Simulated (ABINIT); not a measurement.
# AgBr (Bromargyrite): G0W0 with ABINIT, start to end

How does a plane-wave GW calculation on AgBr (Bromargyrite) run from the first input to the gap?

Method: PBE and many-body steps on it, plane waves, in ABINIT 10.8.3.

## 1. Set-up

The structure is cubic, space group Fm-3m (No. 225). The conventional cell has a = 5.774 Å, b = 5.774 Å, c = 5.774 Å, α = 90.00°, β = 90.00°, γ = 90.00°. Ag has 6 Br at 2.89 Å nearest. Nearest to Br lie 6 Ag at 2.89 Å. Farther neighbours and most contacts between anions are not listed.

The cell and positions come from the Crystallography Open Database and are kept as given unless a step says otherwise.

## 2. Ground state

This step: ABINIT 10.8.3; DFT, PBE with spin-orbit coupling, plane waves, norm-conserving pseudopotentials.

The ground-state density comes first.

run.abi reads:

```
acell 3*1.0 Angstrom
rprim 
  0.000000000000 2.887250000000 2.887250000000
  2.887250000000 0.000000000000 2.887250000000
  2.887250000000 2.887250000000 0.000000000000
ntypat 2
znucl 47 35
natom 2
typat 1 2
xred 
  0.000000000000 0.000000000000 0.000000000000
  0.500000000000 0.500000000000 0.500000000000
pp_dirpath "pseudos"
pseudos "Ag.upf, Br.upf"
ecut 37
nspinor 2
ngkpt 6 6 6
nshiftk 1
shiftk 0 0 0
kptopt 1
chksymbreak 0
nband 36
occopt 1
tolvrs 1e-10
nstep 60
prtwf 0
optforces 0
optstress 0
indata_prefix "in"
outdata_prefix "out"
tmpdata_prefix "tmp"
```

On the command line:

```sh
> OMP_NUM_THREADS=1 mpirun -n 8 abinit run.abi > log
```

Numbers of over 12 decimals in the logs are rounded to 6 here.

The program printed:

```text
.Version 10.8.3 of ABINIT. v10.8.2 released Aug 2026.

 Symmetries : space group Fm -3 m (#225); Bravais cF (face-center cubic)
================================================================================
 Values of the parameters that define the memory need of the present run
     intxc =       0    ionmov =       0      iscf =       7    lmnmax =      16
     lnmax =      16     mgfft =      45  mpssoang =       5    mqgrid =    3001
     natom =       2  nloc_mem =       1    nspden =       1   nspinor =       2
    nsppol =       1      nsym =      48    n1xccc =    2501    ntypat =       2
    occopt =       1   xclevel =       2
-    mband =          36        mffmem =           1         mkmem =           2
       mpw =        3515          nfft =       91125          nkpt =          16
================================================================================
  Rough estimation (10% accuracy) of disk space for files :
================================================================================

--------------------------------------------------------------------------------
------------- Echo of variables that govern the present computation ------------
--------------------------------------------------------------------------------
 -outvars: echo values of preprocessed input variables --------
            acell      1.8897261259E+00  1.8897261259E+00  1.8897261259E+00 Bohr

      chksymbreak           0
             ecut      3.70000000E+01 Hartree
-          fftalg         312

              ixc     -101130
              kpt      0.00000000E+00  0.00000000E+00  0.00000000E+00
                       1.66666667E-01  0.00000000E+00  0.00000000E+00
                       3.33333333E-01  0.00000000E+00  0.00000000E+00
                       5.00000000E-01  0.00000000E+00  0.00000000E+00
                       1.66666667E-01  1.66666667E-01  0.00000000E+00
                       3.33333333E-01  1.66666667E-01  0.00000000E+00
                       5.00000000E-01  1.66666667E-01  0.00000000E+00
                      -3.33333333E-01  1.66666667E-01  0.00000000E+00
                      -1.66666667E-01  1.66666667E-01  0.00000000E+00
   [... 5 further rows ...]
                      -3.33333333E-01  3.33333333E-01  1.66666667E-01
                      -3.33333333E-01  5.00000000E-01  1.66666667E-01
         kptrlatt        6    0    0      0    6    0      0    0    6
          kptrlen      4.62966435E+01
P           mkmem           2
            natom           2
            nband          36
            ngfft          45      45      45
             nkpt          16
          nspinor           2
            nstep          60
             nsym          48
           ntypat           2
              occ      1.000000  1.000000  1.000000  1.000000  1.000000  1.000000
                       1.000000  1.000000  1.000000  1.000000  1.000000  1.000000
                       1.000000  1.000000  1.000000  1.000000  1.000000  1.000000
                       1.000000  1.000000  1.000000  1.000000  1.000000  1.000000
                       1.000000  1.000000  0.000000  0.000000  0.000000  0.000000
                       0.000000  0.000000  0.000000  0.000000  0.000000  0.000000
        optforces           0
        optstress           0
            prtwf           0
            rprim      0.0000000000E+00  2.8872500000E+00  2.8872500000E+00
[...]
spgroup         225

           tolvrs      1.00000000E-10

             xred      0.0000000000E+00  0.0000000000E+00  0.0000000000E+00
[...]
znucl       47.00000   35.00000

================================================================================

 chkinp: Checking input parameters for consistency.

================================================================================
== DATASET  1 ==================================================================
-   mpi_nproc: 8, omp_nthreads: 1 (-1 if OMP is not activated)

--- !DatasetInfo
iteration_state: {dtset: 1, }
dimensions: {natom: 2, nkpt: 16, mband: 36, nsppol: 1, nspinor: 2, nspden: 1, mpw: 3515, }
cutoff_energies: {ecut:  37.0, pawecutdg:  -1.0, }
electrons: {nelect:   2.60000000E+01, charge:   0.00000000E+00, occopt:   1.00000000E+00, tsmear:   1.00000000E-02, }

 Real(R)+Recip(G) space primitive vectors, cartesian coordinates (Bohr,Bohr^-1):
 R(1)=  0.0000000  5.4561118  5.4561118  G(1)= -0.0916404  0.0916404  0.0916404
 R(2)=  5.4561118  0.0000000  5.4561118  G(2)=  0.0916404 -0.0916404  0.0916404
 R(3)=  5.4561118  5.4561118  0.0000000  G(3)=  0.0916404  0.0916404 -0.0916404
 Unit cell volume ucvol=  3.2484768E+02 bohr^3
 Angles (23,13,12)=  6.00000000E+01  6.00000000E+01  6.00000000E+01 degrees

 getcut: wavevector=  0.0000  0.0000  0.0000  ngfft=  45  45  45
         ecut(hartree)=     37.000   => boxcut(ratio)=   2.08252

--- Pseudopotential description ------------------------------------------------
- Ag Generated using ONCVPSP code by D. R. Hamann
- 47.00000  19.00000  180423                  znucl, zion, pspdat
12 -101130 2 -1 1538                          pspcod,pspxc,lmax,lloc,mmax
     nproj     2     4     3     0
     spin-orbit psp
        nprojso     4     3     0
  pspatm : epsatm=   27.57090862
         --- l  ekb(1:nproj) -->
[...]
1    3.421747   -0.133403   -0.005404    0.000059
             2   -1.590543   -0.389496   -0.000033
  spin-orbit 1    0.378644   -0.145753    0.014436   -0.000735
  spin-orbit 2    0.045013    0.011481   -0.000579
 pspatm: atomic psp has been read  and splines computed

- Br Generated using ONCVPSP code by D. R. Hamann
- 35.00000   7.00000  180423                  znucl, zion, pspdat
12 -101130 2 -1 1110                          pspcod,pspxc,lmax,lloc,mmax
     nproj     2     3     3     0
     spin-orbit psp
        nprojso     4     4     0
  pspatm : epsatm=   11.65225461
         --- l  ekb(1:nproj) -->
             0    0.878030    8.455347
             1    5.296960    0.884184    0.010490
             2    2.601663    0.386433    0.000588
  spin-orbit 1    0.408712   -0.253934    0.061012   -0.000372
  spin-orbit 2    0.108928   -0.011508    0.005488   -0.000068
 pspatm: atomic psp has been read  and splines computed

   1.01980224E+03                                ecore*ucvol(ha*bohr**3)
--------------------------------------------------------------------------------

_setup2: Arith. and geom. avg. npw (full set) are    3492.727    3492.710

================================================================================

--- !BeginCycle
iteration_state: {dtset: 1, }
solver: {iscf: 7, nstep: 60, nline: 4, wfoptalg: 0, }
tolerances: {tolvrs: 1.00E-10, }

     iter   Etot(hartree)      deltaE(h)  residm     vres2
 ETOT  1  -170.52175918959    -1.705E+02 1.787E-01 9.221E+01
 ETOT  2  -170.75907868148    -2.373E-01 9.455E-03 2.807E+01
 ETOT  3  -170.76203830707    -2.960E-03 5.444E-04 9.301E-01
 ETOT  4  -170.76220942036    -1.711E-04 2.883E-04 1.632E-01
 ETOT  5  -170.76221717733    -7.757E-06 2.583E-04 5.666E-03
 ETOT  6  -170.76221749408    -3.168E-07 1.108E-04 8.331E-04
 ETOT  7  -170.76221756982    -7.574E-08 9.883E-05 1.103E-06
 ETOT  8  -170.76221756992    -9.945E-11 3.955E-05 8.408E-09
 ETOT  9  -170.76221756991     6.651E-12 4.042E-05 1.516E-10
 ETOT 10  -170.76221756991     6.736E-12 1.826E-05 1.685E-12

 At SCF step   10       vres2   =  1.68E-12 < tolvrs=  1.00E-10 =>converged.

--- !ResultsGS
iteration_state: {dtset: 1, }
comment   : Summary of ground state results
lattice_vectors:
- [  0.0000000,   5.4561118,   5.4561118, ]
- [  5.4561118,   0.0000000,   5.4561118, ]
- [  5.4561118,   5.4561118,   0.0000000, ]
lattice_lengths: [   7.71611,    7.71611,    7.71611, ]
lattice_angles: [ 60.000,  60.000,  60.000, ] # degrees, (23, 13, 12)
lattice_volume:   3.2484768E+02
convergence: {deltae:  6.736E-12, res2:  1.685E-12, residm:  1.826E-05, diffor:  0.000E+00, }
etotal    :  -1.70762218E+02
entropy   :   0.00000000E+00
fermie    :   1.74680080E-01
cartesian_stress_tensor: null
pressure_GPa: null
xred      :
- [  0.0000E+00,   0.0000E+00,   0.0000E+00, Ag]
- [  5.0000E-01,   5.0000E-01,   5.0000E-01, Br]
cartesian_forces: null
force_length_stats: {min: null, max: null, mean: null, }

 Integrated electronic density in atomic spheres:
 ------------------------------------------------
 Atom  Sphere_radius  Integrated_density
    1        2.00000         16.40025358
    2        2.00000          4.19165076
================================================================================

 ----iterations are completed or convergence reached----

 Mean square residual over all n,k,spin=   70.294E-09; max=  18.257E-06
 reduced coordinates (array xred) for    2 atoms
       0.000000000000      0.000000000000      0.000000000000
       0.500000000000      0.500000000000      0.500000000000
 rms dE/dt=  0.0000E+00; max dE/dt=  0.0000E+00; dE/dt below (all hartree)
    1       0.000000000000      0.000000000000      0.000000000000
    2       0.000000000000      0.000000000000      0.000000000000

 cartesian coordinates (angstrom) at end:
    1      0.000000     0.000000     0.000000
    2      2.887250     2.887250     2.887250
 length scales=  1.889726125908  1.889726125908  1.889726125908 bohr
              =  1.000000000000  1.000000000000  1.000000000000 angstroms
 prteigrs : about to open file out_EIG
 Fermi (or HOMO) energy (hartree) =   0.17468   Average Vxc (hartree)=  -0.36979
 Eigenvalues (hartree) for nkpt=  16  k points:
 kpt#   1, nband= 36, wtk=  0.00463, kpt=  0.0000  0.0000  0.0000 (reduced coord)
  -3.13694   -3.13694   -1.92619   -1.92619   -1.73942   -1.73942   -1.73942   -1.73942
  -0.37843   -0.37843    0.05964    0.05964    0.05964    0.05964    0.07915    0.07915
   0.07919    0.07919    0.07919    0.07919    0.08924    0.08924    0.10943    0.10943
   0.10943    0.10943    0.19640    0.19640    0.53545    0.53545    0.53545    0.53545
   0.53853    0.53853    0.58357    0.58376
 prteigrs : prtvol=0 or 1, do not print more k-points.

--- !EnergyTerms
iteration_state     : {dtset: 1, }
comment             : Components of total free energy in Hartree
kinetic             :  5.76737329074744E+01
hartree             :  5.25504773234949E+01
xc                  : -2.83703218445462E+01
Ewald energy        : -9.94143125350049E+01
psp_core            :  3.13932439969678E+00
local_psp           : -1.56505892575491E+02
non_local_psp       :  1.64774754468802E-01
total_energy        : -1.70762217569907E+02
total_energy_eV     : -4.64667665851498E+03
band_energy         : -1.66320290026003E+01

== END DATASET(S) ==============================================================
================================================================================

 -outvars: echo values of variables after computation  --------
           etotal     -1.7076221757E+02
            nband          36
             nkpt          16
          spgroup         225
 [... the other variables as echoed above ...]

 Calculation completed.
```

The job ended after 36 s (8 MPI ranks of Arm Neoverse V1, shared host; peak memory 0.67 GiB; 4.7 min of CPU time).

Numbers from this step:

```yaml
total_energy: -4646.6767 eV
gap: 0.5910 eV
k_of_the_valence_top: 0.5, 0, 0
k_of_the_conduction_bottom: 0, 0, 0
least_direct_gap: 2.367 eV
```

The gap is indirect, with the least direct gap 1.78 eV higher.

[end of part 1 of 3]

[Paths, hosts, dates, memory and timing lines, banners, echoed tables and standing remarks are left out of the program output.]

[Logs are printed without paths, hosts, clocks, repeated set-up lines and the standing remarks that a program may print on its own settings, such as how far it seeks lower states.]

[Runs of the session that timed out or met a known fault of the program may be left out.]

[Hosts, paths, dates, database ids (printed as entryN), source tags and the programs' standing remarks are cut or masked in the printed files.]

[G0W0 gaps are taken among the corrected bands and points alone; a level outside them can change the order at an edge.]

[Where Ansatz stands beside ABINIT at settings called matched, ABINIT's density can come from a denser mesh and the files from another edition; pairs whose starting gaps differed by over 0.03 eV were left out, so agreement reads better than it is.]
